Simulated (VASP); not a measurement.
Sb:

```xyz
2
Lattice="3.1224 0.0000 0.0000 0.0000 4.3475 0.0000 -0.0389 0.0000 4.4059" Properties=species:S:1:pos:R:3 pbc="T T T"
Sb    3.0573    3.2606    3.3433
Sb    0.0262    1.0869    1.0625
```

This isn't the form of Sb at room conditions, which is rhombohedral.

* Program: VASP 6.6.1
* Task: relaxation of cell and atoms
* Functional: PBEsol
* Potentials or basis: VASP PAW PBE potentials, release 64 (Sb)
* Cutoff: 600 eV
* k mesh: 6 × 4 × 4
* Occupations: gaussian, width 0.1 eV
* Spin: no spin polarisation

At the start: pressure -1.8 GPa; volume 29.90 Å³/atom.

**Question.** Where does the relaxation end?

**Answer.** Over 21 steps the energy falls by 19.5 meV/atom and the volume is 29.06 Å³/atom (-2.8 %); space group Pmma (No. 51, to 0.05 Å).

Step by step:
```csv
step,energy change (eV),largest force (eV/Å),pressure (GPa),volume (Å³)
1,0.0000,0.0641,-1.79,59.81
2,-0.0208,0.0630,1.43,56.91
3,-0.0374,0.0527,0.12,58.02
4,-0.0374,0.0524,0.07,58.07
5,-0.0376,0.0447,-0.05,58.16
6,-0.0377,0.0354,-0.24,58.33
7,-0.0377,0.0373,-0.19,58.28
8,-0.0379,0.0351,-0.17,58.26
9,-0.0382,0.0299,-0.11,58.20
10,-0.0385,0.0303,0.00,58.07
11,-0.0385,0.0319,0.03,58.04
12,-0.0386,0.0295,0.02,58.05
13,-0.0387,0.0222,0.00,58.09
14,-0.0387,0.0079,-0.04,58.15
15,-0.0388,0.0160,-0.02,58.11
16,-0.0389,0.0106,-0.01,58.10
17,-0.0389,0.0077,0.00,58.10
18,-0.0389,0.0031,0.02,58.09
19,-0.0390,0.0017,0.03,58.08
20,-0.0390,0.0018,0.03,58.08
21,-0.0390,0.0019,-0.02,58.12
```

Final structure:
```xyz
2
Lattice="3.0248 0.0000 0.0070 0.0000 4.3605 0.0000 -0.0276 0.0000 4.4066" Properties=species:S:1:pos:R:3 pbc="T T T"
Sb   -0.0203    3.2704    3.3358
Sb    3.0175    1.0901    1.0778
```

Caveat: the k mesh is coarse (spacing up to 0.36 Å⁻¹), so the values aren't converged; the PAW data sets were made with another functional, which shifts forces and pressure a little.
